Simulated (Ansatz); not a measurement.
**SiNi: one candidate of a structure search**

Where does this trial cell of SiNi go when cell and atoms are let free?

Computed with Ansatz 0.2.0 (DFT PBE, scalar-relativistic, plane waves, PAW, unless a step's input says otherwise).

## (1) The system as given

It takes space group Fd-3m (No. 227, cubic). The conventional cell has a = 5.826 Å, b = 5.826 Å, c = 5.826 Å, α = 90.00°, β = 90.00°, γ = 90.00°. Around Si (site symmetry -43m) lie 4 Ni at 2.52 Å and 4 Si at 2.52 Å. Ni (site symmetry -43m) has 4 Si at 2.52 Å and 4 Ni at 2.52 Å in its first shell of neighbours.

Coordinates:

```xyz
4
Lattice="0.0000 2.9130 2.9130 2.9130 0.0000 2.9130 2.9130 2.9130 0.0000" Properties=species:S:1:pos:R:3 pbc="T T T"
Si    0.0000    0.0000    0.0000
Si    1.4565    1.4565    1.4565
Ni    4.3695    4.3695    4.3695
Ni    2.9130    2.9130    2.9130
```

The cell is invented: random cell by space group and Wyckoff sites (Fd-3m, No. 227). The dimensions are guesses.

## (2) Probe: one point on a coarse mesh

The input, input.yaml:

```yaml
crystal:
  lattice:
    - [0.0, 2.91299097, 2.91299097]
    - [2.91299097, 0.0, 2.91299097]
    - [2.91299097, 2.91299097, 0.0]
  atoms:
    - { symbol: Si, position: [0.0, 0.0, 0.0] }
    - { symbol: Si, position: [0.25, 0.25, 0.25] }
    - { symbol: Ni, position: [0.75, 0.75, 0.75], spin: 2.0 }
    - { symbol: Ni, position: [0.5, 0.5, 0.5], spin: 2.0 }
basis:
  ecutwfc: 420
kpoints:
  mp_grid: { grid: [6, 6, 6] }
hamiltonian:
  xc: pbe
scf:
  occupations: { method: gaussian, width: 0.1 }
  lower_state_search: "off"
output:
  forces: true
  stress: true
  eigenvalues: true
  populations: true
magnetization:
  spin_polarized: true
```

On the command line:

```bash
ansatz run input.yaml --threads 1 --pin off --max-ram 2560MiB --backend cpu --events-out ev --progress --plain --runs-dir out
```

The session goes on with these runs: rough relaxation on the coarse mesh; final relaxation.

What does the calculation give? Wanted: conventional cell; volume; energy over the elements; gap on the mesh.

The runs gave:

| quantity | value |
| --- | --- |
| symmetry at the end (tolerance 0.05 Å) | space group Fd-3m (No. 227) |
| conventional cell | a = 5.751 Å, b = 5.751 Å, c = 5.751 Å, α = 90.00°, β = 90.00°, γ = 90.00° |
| volume | 11.89 Å³/atom |
| energy over the elements | 0.00 eV/atom |
| gap on the mesh | none (metal) |

The space group Fd-3m (No. 227) is kept, and the volume per atom shrinks by 3.8 % from the first guess. The formation energy of this structure is too near zero to say whether it is bound against the elements. No finished test with a distortion of lower symmetry is shown, so the end may be a saddle point. A spin-polarised run here lost its starting moments, which speaks against magnetism, though one start doesn't rule it out. Other magnetic orders were not searched.
